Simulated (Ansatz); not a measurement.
## Ti in Ansatz: the effect of functional

The system is Ti.

```
CELL_PARAMETERS angstrom
2.88978 0.00000 0.00000
-1.44489 2.50262 0.00000
0.00000 0.00000 4.58446
ATOMIC_POSITIONS crystal
Ti 0.66667 0.33333 0.75000
Ti 0.33333 0.66667 0.25000
```

The cell isn't the ideal one: volume scaled by 0.94.

Alike in all runs:

- Program: Ansatz 0.2.0
- Task: single point
- Potentials or basis: Ansatz PAW
- k mesh: 10 × 10 × 6
- Occupations: fermi-dirac, width 0.05 eV
- Spin: no spin polarisation

```csv
functional,cutoff,pressure (GPa)
LDA,420 eV (not typed: the program's choice for these potentials),?
r2SCAN,500 eV (not typed: the program's choice for these potentials),5.5
PBE,420 eV (not typed: the program's choice for these potentials),5.9
```

Problem. What does the run with functional LDA give?

Solution. Pressure -3.5 GPa.

Caveats: the PAW data sets come from PBE, with cores solved anew for the run's functional, which leaves a small shift of forces and pressure (some runs).
